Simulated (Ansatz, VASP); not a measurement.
# SnSe: VASP beside Ansatz, part 2 of 2

Wanted: the spread between two codes on one cell, functional and k mesh.

VASP 6.6.1 and Ansatz 0.2.0.

So far. Step 3 (VASP: single point, PBEsol): The run ends at a pressure of -2.26 GPa. Step 7 (Ansatz: single point, LDA, volume scaled by 0.985): The run ends at a pressure of 0.84 GPa.

## Step 10: Ansatz: single point, r2SCAN, volume scaled by 0.985

Level of this step: Ansatz beside VASP: Kohn-Sham DFT, plane waves, r2SCAN (Ansatz).

With cell and atoms fixed, the geometry can't cause a difference; cores, projectors, grids and the points listed under the comparison can. The cell compared in this pair holds 53.27 Å³, against 50.17 Å³ for the pair before.

The cell is a member of a volume series, scaled by 0.985 from a relaxed one, so a pressure remains.

Contents of input.yaml:

```yaml
crystal:
  lattice:
    - [0.0, 2.98648413, 2.98648413]
    - [2.98648413, 0.0, 2.98648413]
    - [2.98648413, 2.98648413, 0.0]
  atoms:
    - { symbol: Sn, position: [0.0, 0.0, 0.0] }
    - { symbol: Se, position: [0.5, 0.5, 0.5] }
hamiltonian:
  xc: r2scan
  pseudopotentials: { kind: paw }
kpoints:
  mp_grid: { grid: [6, 6, 6] }
scf:
  occupations: { method: gaussian, width: 0.03 }
  n_extra_bands: 4
output:
  forces: true
  stress: true
  eigenvalues: true
```

Run with:

```sh
ansatz run input.yaml --threads 2 --pin off --max-ram 4608MiB --backend cpu --events-out ev --progress --plain --runs-dir out
```

Numbers of over 12 decimals in the logs are rounded to 6 here.

Output:

```text
[...]
Crystal: 2 atoms, lattice volume = 53.273 Å³
Basis set: ecut = 500 eV, 1363 PW (Γ), exchange–correlation on 128×128×128 points (64 copies of the dense FFT grid, shifted against one another)
Bands: 19, of which v1, the nominal top of the filled ones, is band 15 counted from 1 (14 counted from 0)
Symmetry: 48 space group operations
[...]
k-points: 16 of 216
[...]
--- Band table (eV; the first three rows and the last of 16) ---
  k-point 0: bands = [... 11 lower, 4.3813, 6.8254, 6.8254, 6.8254, 13.9971, 13.9971, 13.9971, 15.5607]
  k-point 1: bands = [... 11 lower, 3.2024, 6.8680, 6.8680, 7.7833, 12.6361, 12.7623, 12.7623, 15.6053]
  k-point 2: bands = [... 11 lower, 1.5803, 6.9994, 6.9994, 8.8889, 11.0031, 11.2674, 11.2674, 16.5576]
  k-point 15: bands = [... 11 lower, 2.3073, 3.7960, 4.7128, 7.4210, 12.2140, 13.6305, 15.1834, 15.9393]
[key lines of the parts left out:]
SCF converged after 6 iterations
Free energy (F): -11517.600385 eV
Fermi energy:    9.817412 eV
P = ⅓ Tr σ = 0.8429 GPa (8.429 kbar)
```

Run time: 2 s. Hardware: 2 threads of Arm Neoverse V1, shared host; peak memory 0.45 GiB; 3.7 s of CPU time.

The run ends at a pressure of 0.84 GPa.

## Step 11: VASP: single point, r2SCAN, volume scaled by 0.985

The same cell, functional, mesh and smearing now go to VASP, with its own data sets and cutoff.

The input asks for a relaxation, which ended at its first step since no free force or stress exceeded the threshold; so it serves as a single point.

Contents of INCAR:

```
SYSTEM = SnSe
PREC = Accurate
ENCUT = 500
EDIFF = 1E-06
NELM = 100
ISMEAR = 0
SIGMA = 0.03
LREAL = .FALSE.
ALGO = Normal
METAGGA = R2SCAN
LASPH = .TRUE.
NBANDS = 16
LORBIT = 11
LWAVE = .FALSE.
LCHARG = .FALSE.
KPAR = 4
IBRION = 2
NSW = 30
ISIF = 4
EDIFFG = -0.01
```

Contents of POSCAR:

```
SnSe
1.0
    0.0000000000      2.9864841265      2.9864841265
    2.9864841265      0.0000000000      2.9864841265
    2.9864841265      2.9864841265      0.0000000000
Sn Se
1 1
Direct
    0.0000000000      0.0000000000      0.0000000000
    0.5000000000      0.5000000000      0.5000000000
```

Contents of KPOINTS:

```
Automatic mesh
0
Gamma
6 6 6
0 0 0
```

The projector-augmented-wave data sets are Sn_d and Se (PBE family, release 64).

Run with:

```sh
mpirun -np 4 vasp_std
```

Output:

```text
[banner, memory and clock lines left out]
running    4 mpi-ranks, on    1 nodes
[...]
[... a notice as in an earlier step ...]

 LDA part: xc-table for (None), standard interpolation
 POSCAR, INCAR and KPOINTS ok, starting setup
[...]
entering main loop
       N       E                     dE             d eps       ncg     rms          rms(c)
DAV:   1     0.980199448733E+02    0.98020E+02   -0.10079E+04   520   0.154E+03
DAV:   2    -0.323807024239E+02   -0.13040E+03   -0.12654E+03   600   0.366E+02
DAV:   3    -0.430582289151E+02   -0.10678E+02   -0.10659E+02   592   0.917E+01
DAV:   4    -0.433221780759E+02   -0.26395E+00   -0.26392E+00   648   0.167E+01
[...]
DAV:  11    -0.398887625343E+02   -0.33217E-04   -0.61483E-05   648   0.711E-02    0.162E-02
DAV:  12    -0.398887609408E+02    0.15935E-05   -0.19261E-05   664   0.640E-02    0.271E-03
DAV:  13    -0.398887607558E+02    0.18506E-06   -0.41533E-07   424   0.830E-03
   1 F= -.39888761E+02 E0= -.39888761E+02  d E =-.398888E+02
[...]
reached required accuracy - stopping structural energy minimisation
```

OUTCAR, selected parts (step 11):

```text
  Total        0.2829778      0.2829778      0.2829778      0.0000000      0.0000000     -0.0000000
  in kB        8.5104474      8.5104474      8.5104474      0.0000000      0.0000000     -0.0000000
  external PRESSURE =       8.5104474 kB  Pullay stress =       0.0000000 kB

 POSITION                                       TOTAL-FORCE (eV/Angst)
 -----------------------------------------------------------------------------------
      0.00000      0.00000      0.00000         0.000000      0.000000     -0.000000
      2.98648      2.98648      2.98648        -0.000000     -0.000000      0.000000
 -----------------------------------------------------------------------------------
    total drift:                                0.000000     -0.000000     -0.000000

  FREE ENERGIE OF THE ION-ELECTRON SYSTEM (eV)
  ---------------------------------------------------
  free  energy   TOTEN  =       -39.8887607558 eV

  energy  without entropy=      -39.8887607558  energy(sigma->0) =      -39.88876076

[... 2 parts as in an earlier step ...]

[... 2 further parts left out ...]
[key lines of the parts left out:]
E-fermi :   6.1484
```

## Step 12: Side by side

What differs besides the data sets and the points named for the pairs above, as far as they apply: VASP keeps PBE cores, Ansatz makes them for the functional. Total energies have different zeros and are not compared.

The two programs side by side:

```
              quantity  Ansatz   VASP  difference
        pressure (GPa)    0.84   0.85       -0.01
gap on the k mesh (eV)   0.564  0.564       0.000
```

A gap on the mesh is an upper bound, since the band edges may lie between its points. Ansatz's pressure holds a Pulay correction of 0.01 GPa; VASP's holds none.

## Step 13: Results

```yaml
difference_in_gap_on_the_k_mesh_single_point_pbesol: -0.0024 eV
difference_in_gap_on_the_k_mesh_single_point_lda_volume_scaled_by_0p985: -0.021 eV
difference_in_gap_on_the_k_mesh_single_point_r2scan_volume_scaled_by_0p985: 7.0e-5 eV
```

In words: The difference in gap on the k mesh is -0.021 eV (single point, LDA, volume scaled by 0.985), within the 0.08 eV picked in this series as the mark of a large difference. Single point, PBEsol, Ansatz's all-electron LAPW method: the difference in gap on the k mesh goes from -0.0024 to -0.0013 eV. For single point, LDA, volume scaled by 0.985, no further run moves any of the tabulated differences by more than a quarter of its size. 2 further runs of this series are not shown here. Such differences can come from data sets, numerical settings and the points named under the comparisons, not from the functional's error against experiment.

[Lines on the potential files, build, host, timing and source positions are cut from VASP's logs without a mark.]

[Logs are printed without paths, hosts, clocks, repeated set-up lines and the standing remarks that a program may print on its own settings, such as how far it seeks lower states.]

[Hosts, paths, dates, database ids (printed as entryN), source tags and the programs' standing remarks are cut or masked in the printed files.]
